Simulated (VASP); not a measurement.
# SiC, energy and pressure at two fixed cells: which settings are enough?

SiC, R3m (no. 160), 2 atoms in the cell. OptPBE exchange with PBE correlation; PAW potentials Si, C (PBE set). VASP 6.6.1.

Wanted: energy difference within 1 meV/atom; pressure within 0.1 GPa; forces within 0.005 eV/Å; gap on the mesh within 0.01 eV.

Second cell: the displaced cell, volume scaled by 1.03.

The series start from ENCUT (eV): 520; k mesh: 8 x 8 x 8; PREC and ADDGRID: Accurate; LASPH: yes; EDIFF (eV): 1e-7; ALGO and mixing: Normal; LREAL: no; GGA_COMPAT: no. Each series keeps the choices made before it, and each single choice may use up half of a tolerance. Times cover all steps of a run.

## ENCUT (eV)

| ENCUT (eV) | Energy difference (meV/atom) | Pressure (GPa) | Forces, largest deviation (eV/Å) | Gap on the mesh (eV) | Time (s) |
|---|---|---|---|---|---|
| 300 | 0.1 | -4.92 | 0.0041 | 1.107 | 10 |
| 350 | 1.0 | -0.29 | 0.0034 | 1.118 | 14 |
| 400 | 0.3 | 1.90 | 0.0009 | 1.104 | 12 |
| 450 | 0.4 | 2.82 | 0.0004 | 1.110 | 14 |
| 520 | 0.4 | 2.98 | 0.0004 | 1.110 | 13 |
| 600 | 0.4 | 2.84 | 0.0005 | 1.110 | 28 |
| 700 | 0.5 | 2.80 | 0.0004 | 1.111 | 30 |
| 800 | 0.5 | 2.87 | 0.0002 | 1.112 | 34 |
| 900 | 0.6 | 2.93 | 0.0001 | 1.112 | 39 |
| 1000 | 0.6 | 2.95 | 0.0001 | 1.112 | 29 |
| 1200 (reference) | 0.6 | 2.93 | 0.0000 | 1.112 | 52 |

Chosen: 900, the loosest value from which every tighter one stays within half of the tolerance.

## k mesh

| k mesh | Energy difference (meV/atom) | Pressure (GPa) | Forces, largest deviation (eV/Å) | Gap on the mesh (eV) | Time (s) |
|---|---|---|---|---|---|
| 4 x 4 x 4 | -0.2 | 3.35 | 0.0032 | 1.064 | 14 |
| 6 x 6 x 6 | 0.5 | 2.97 | 0.0005 | 1.106 | 20 |
| 8 x 8 x 8 | 0.6 | 2.93 | 0.0001 | 1.112 | 39 |
| 10 x 10 x 10 | 0.6 | 2.93 | 0.0000 | 1.113 | 64 |
| 12 x 12 x 12 (reference) | 0.6 | 2.93 | 0.0000 | 1.113 | 102 |

Chosen: 8 x 8 x 8.

## PREC and ADDGRID

| PREC and ADDGRID | Energy difference (meV/atom) | Pressure (GPa) | Forces, largest deviation (eV/Å) | Gap on the mesh (eV) | Time (s) |
|---|---|---|---|---|---|
| Low | 0.6 | 2.93 | 0.0002 | 1.112 | 16 |
| Normal | 0.6 | 2.94 | 0.0000 | 1.112 | 18 |
| Accurate | 0.6 | 2.93 | 0.0000 | 1.112 | 39 |
| Accurate, ADDGRID (reference) | 0.6 | 2.94 | 0.0000 | 1.112 | 52 |

Chosen: Low.

## LASPH

| LASPH | Energy difference (meV/atom) | Pressure (GPa) | Forces, largest deviation (eV/Å) | Gap on the mesh (eV) | Time (s) |
|---|---|---|---|---|---|
| no | 0.6 | 2.93 | 0.0008 | 1.112 | 13 |
| yes (reference) | 0.6 | 2.93 | 0.0000 | 1.112 | 16 |

Chosen: no.

## EDIFF (eV)

| EDIFF (eV) | Energy difference (meV/atom) | Pressure (GPa) | Forces, largest deviation (eV/Å) | Gap on the mesh (eV) | Time (s) |
|---|---|---|---|---|---|
| 0.0001 | 0.6 | 2.95 | 0.0001 | 1.113 | 12 |
| 1e-5 | 0.6 | 2.96 | 0.0002 | 1.113 | 14 |
| 1e-6 | 0.6 | 2.94 | 0.0000 | 1.112 | 14 |
| 1e-7 | 0.6 | 2.93 | 0.0000 | 1.112 | 13 |
| 1e-8 (reference) | 0.6 | 2.93 | 0.0000 | 1.112 | 18 |

Chosen: 0.0001.

## ALGO and mixing

| ALGO and mixing | Energy difference (meV/atom) | Pressure (GPa) | Forces, largest deviation (eV/Å) | Gap on the mesh (eV) | Time (s) |
|---|---|---|---|---|---|
| Normal | 0.6 | 2.95 | 0.0000 | 1.113 | 12 |
| Fast | 0.6 | 3.05 | 0.0003 | 1.118 | 14 |
| All | 0.6 | 2.94 | 0.0001 | 1.112 | 13 |
| Damped, TIME 0.4 | 0.6 | 2.75 | 0.0008 | 1.123 | 15 |

Chosen: Normal; no other choice that stays within half of the tolerance saves 30 % of the time.

## LREAL

| LREAL | Energy difference (meV/atom) | Pressure (GPa) | Forces, largest deviation (eV/Å) | Gap on the mesh (eV) | Time (s) |
|---|---|---|---|---|---|
| no | 0.6 | 2.95 | 0.0000 | 1.113 | 12 |
| Auto | 1.3 | 3.69 | 0.0891 | 1.110 | 14 |

Chosen: no.

## GGA_COMPAT

| GGA_COMPAT | Energy difference (meV/atom) | Pressure (GPa) | Forces, largest deviation (eV/Å) | Gap on the mesh (eV) | Time (s) |
|---|---|---|---|---|---|
| no | 0.6 | 2.95 | 0.0000 | 1.113 | 12 |
| yes | 0.6 | 2.95 | 0.0000 | 1.113 | 12 |

Chosen: no.

## All choices together

| Input | Energy difference (meV/atom) | Pressure (GPa) | Forces, largest deviation (eV/Å) | Gap on the mesh (eV) | Time (s) |
|---|---|---|---|---|---|
| program defaults, coarse mesh (naive) | 0.1 | 2.07 | 0.0010 | 1.562 | 3.1 |
| chosen settings | 0.6 | 2.95 | 0.0006 | 1.113 | 12 |
| reference settings throughout | 0.6 | 2.92 | 0.0000 | 1.113 | 161 |

The tolerance is met.

Values of the reference run: Forces: 0.6169, 0.6169, 0.6169, -0.6169, -0.6169, -0.6169 eV/Å.

## The input

INCAR:
```
SYSTEM = SiC
  ALGO = Normal
  EDIFF = 1E-4
  ENCUT = 900
  GGA = OR
  GGA_COMPAT = .False.
  ISIF = 2
  ISMEAR = 0
  KPAR = 2
  LASPH = .False.
  LCHARG = .False.
  LREAL = .False.
  LWAVE = .False.
  NBANDS = 11
  NELM = 150
  PREC = Low
  SIGMA = 0.02
```

KPOINTS:
```
Automatic mesh
0
Gamma
  8 8 8
  0 0 0
```

POSCAR.step1:
```
SiC
1.0
    0.0000000000      2.2005756606      2.2005756606
    2.2005756606      0.0000000000      2.2005756606
    2.2005756606      2.2005756606      0.0000000000
Si C
1 1
Direct
    0.0000000000      0.0000000000      0.0000000000
    0.7566240300      0.7566240300      0.7566240300
```

POSCAR.step2:
```
SiC
1.0
    0.0000000000      2.1790000000      2.1790000000
    2.1790000000      0.0000000000      2.1790000000
    2.1790000000      2.1790000000      0.0000000000
Si C
1 1
Direct
    0.0000000000      0.0000000000      0.0000000000
    0.7566240300      0.7566240300      0.7566240300
```

Commands (each step's output is kept before the next begins):
```
cat potpaw_PBE.64/Si/POTCAR potpaw_PBE.64/C/POTCAR > POTCAR
cp POSCAR.step1 POSCAR
mpirun -np 2 vasp_std > vasp.out
rm WAVECAR CHG
cp POSCAR.step2 POSCAR
mpirun -np 2 vasp_std > vasp.out
```

Limits: One atom is displaced by 0.05 Å on purpose; pressure, forces and gap belong to that cell (POSCAR.step2), and the energy difference is that of POSCAR.step1 less this one.

The chosen input took VASP 6.6.1 12 s on 2 cores (Intel Xeon Platinum 8375C @ 2.90GHz (Ice Lake)), a shared host.

## An input that fails: cutoff far too low

It runs to its end, but against the unchanged starting input it is off by 41.4 meV/atom in the energy difference, 36.72 GPa in the pressure, 0.0068 eV/Å in the forces, 1.110 eV in the gap on the mesh.

Changes against the starting input:
```
(all steps)
- ENCUT = 520
+ ENCUT = 150
```
